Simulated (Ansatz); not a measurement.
**GaAs: density of states with PBE+D3(BJ)+ATM**

**Measured values to compare with.**

From “Evidence of valence band perturbations in GaAsN/GaAs(001): A combined variable-angle spectroscopic ellipsometry and modulated photoreflectance investigation”, 2008, arxiv:0805.2212, for a bulk crystal of GaAs at 300 K: band gap 1.412 ± 0.01 eV (direct).

The system is GaAs.

```xyz
2
Lattice="0.0000 2.8268 2.8268 2.8268 0.0000 2.8268 2.8268 2.8268 0.0000" Properties=species:S:1:pos:R:3 pbc="T T T"
As    1.4134    1.4134    1.4134
Ga    0.0000    0.0000    0.0000
```

* Program: Ansatz 0.2.0
* Task: density of states
* Functional: PBE
* Dispersion: D3(BJ)+ATM
* Potentials or basis: all-electron LAPW, point nuclei
* Cutoff: 291 eV (chosen from the basis error)
* Basis error allowed: 0.002 eV/atom
* k mesh: 8 × 8 × 8
* Occupations: fixed
* Spin: no spin polarisation

The pressure is 1.0 GPa and the band gap on the k mesh is 0.52 eV, direct.

Levels at points of the mesh, in eV from the valence-band top:
| k point | band 19 | band 20 | band 21 | band 22 | band 23 | band 24 | band 25 | band 26 |
| --- | --- | --- | --- | --- | --- | --- | --- | --- |
| (0.00, 0.00, 0.00) | -12.73 | 0.00 | 0.00 | 0.00 | 0.52 | 3.74 | 3.74 | 3.74 |
| (0.00, 0.00, -0.50) | -10.96 | -6.63 | -1.14 | -1.14 | 1.01 | 4.65 | 4.65 | 7.76 |
| (0.00, -0.50, -0.50) | -10.23 | -6.81 | -2.67 | -2.67 | 1.47 | 1.66 | 10.18 | 10.18 |

States per cell in windows of 0.5 eV (zero at the valence-band top; states under -8 eV left out):
| from (eV) | total |
| --- | --- |
| -8.0 | 0.00 |
| -7.5 | 0.00 |
| -7.0 | 0.16 |
| -6.5 | 0.90 |
| -6.0 | 0.32 |
| -5.5 | 0.20 |
| -5.0 | 0.13 |
| -4.5 | 0.10 |
| -4.0 | 0.36 |
| -3.5 | 0.60 |
| -3.0 | 0.66 |
| -2.5 | 0.82 |
| -2.0 | 0.74 |
| -1.5 | 0.64 |
| -1.0 | 0.29 |
| -0.5 | 0.09 |
| 0.0 | 0.00 |
| 0.5 | 0.00 |
| 1.0 | 0.02 |
| 1.5 | 0.22 |
| 2.0 | 0.71 |
| 2.5 | 0.84 |
| 3.0 | 0.50 |
| 3.5 | 0.36 |
| 4.0 | 0.66 |
| 4.5 | 0.80 |
| 5.0 | 0.60 |
| 5.5 | 0.74 |
| 6.0 | 0.64 |
| 6.5 | 0.37 |
| 7.0 | 0.48 |
| 7.5 | 0.70 |

It took 6.8 s on 1 thread of Intel(R) Xeon(R) 6975P-C (Granite Rapids), with other jobs on the host, peak memory 0.31 GiB.

Against the measured gap of GaAs, 1.412 eV (direct; 300 K; “Evidence of valence band perturbations in GaAsN/GaAs(001): A combined variable-angle spectroscopic ellipsometry and modulated photoreflectance investigation”, 2008, arxiv:0805.2212), the calculated 0.52 eV is off by -0.89 eV. 3 values of this kind are on record (1.412 to 1.51 eV); this one was drawn at random among those near their median, those with a stated uncertainty first. Spin-orbit coupling on As, Ga is left out. The value is that of PBE+D3(BJ)+ATM on a finite k mesh, which can miss the band edges, without temperature or zero-point motion. Semilocal functionals fall short of measured gaps as a rule.
